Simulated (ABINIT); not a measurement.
# Al2Au in ABINIT: the effect of dispersion

Al2Au:

```
Au Al
1.0
     0.00000    3.00000    3.00000
     3.00000    0.00000    3.00000
     3.00000    3.00000    0.00000
Au Al
1 2
Direct
  0.00000 0.00000 0.00000
  0.75000 0.75000 0.75000
  0.25000 0.25000 0.25000
```

Alike in all runs:

| Property | Result |
| --- | --- |
| Program | ABINIT 10.8.3 (patched build) |
| Task | equation of state |
| Functional | PBE |
| Potentials or basis | JTH PAW PBE v2.0 |
| Cutoff | 544 eV |
| k mesh | 8 × 8 × 8 |
| Occupations | fermi-dirac, width 0.05 eV |
| Spin | no spin polarisation |

```csv
dispersion,V0 of scaled cells (Å³/atom),B0 (GPa)
none,?,?
D3,17.87,114
D3(BJ),17.90,115
```

Question: What does the run with dispersion none give?

Answer: V0 of scaled cells 18.52 Å³/atom; B0 104 GPa.

Caveats: pressures at fixed basis lie under the slope of the energies.
